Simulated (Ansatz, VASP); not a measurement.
**Hf: VASP beside Ansatz**

```
CELL_PARAMETERS angstrom
0.00000 2.24921 2.24921
2.24921 0.00000 2.24921
2.24921 2.24921 0.00000
ATOMIC_POSITIONS crystal
Hf 0.00000 0.00000 0.00000
```

Change from the starting cell: volume scaled by 1.04, crystal datasets.

Alike in both runs: task electric field gradients; functional PBE; k mesh 16 × 16 × 16; occupations fermi-dirac, width 0.03 eV; no spin polarisation.

|  | VASP | Ansatz |
| --- | --- | --- |
| version | VASP 6.6.1 | Ansatz 0.2.0 |
| potentials or method | VASP PAW PBE potentials, release 64 (Hf_pv), cutoff 520 eV | all-electron PAW with datasets made for the crystal, scalar-relativistic |

|  | VASP | Ansatz | Ansatz less VASP |
| --- | --- | --- | --- |
| pressure (GPa) | -1.3 | -0.9 | +0.47 |
| Vzz of the field gradient on the site that differs most (V/Å²) | 0.0 | 0.0 | 0.00 |

Ansatz ran all-electron here, so the differences hold the error of VASP's frozen core and of both bases. Ansatz warned: «gradients_without_spin_orbit».

The runs have no spin-orbit coupling, so splittings on Hf are missing.
